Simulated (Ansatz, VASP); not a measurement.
## Ge in VASP and in Ansatz

```xyz
1
Lattice="1.4227 -2.5487 0.0182 1.3707 2.5208 0.0197 0.0366 0.0008 2.6735" Properties=species:S:1:pos:R:3 pbc="T T T"
Ge    1.3967   -0.0140    0.0189
```

This isn't the form of Ge at room conditions, which is diamond.

Alike in both runs: task single point; functional r2SCAN; k mesh 8 × 8 × 7; occupations methfessel-paxton of order 1, width 0.1 eV; no spin polarisation.

|  | VASP | Ansatz |
| --- | --- | --- |
| version | VASP 6.6.1 | Ansatz 0.2.0 |
| potentials or method | VASP PAW PBE potentials, release 64 (Ge_d) | plane waves, PAW |
| plane-wave cutoff (eV) | 520 | 650 |
| valence electrons in the cell | 14 | 14 |

```tsv
	VASP	Ansatz	Ansatz less VASP
pressure (GPa)	-1.2	-1.0	+0.28
largest component of the traceless stress (GPa)	1.77	1.78	+0.018
```

The functional is the same, so the differences come from potentials, cutoffs and numerics. Ansatz warned: «stress_scf_threshold_loose».

Caveats: the PAW data sets were made with another functional, which shifts forces and pressure a little (VASP).
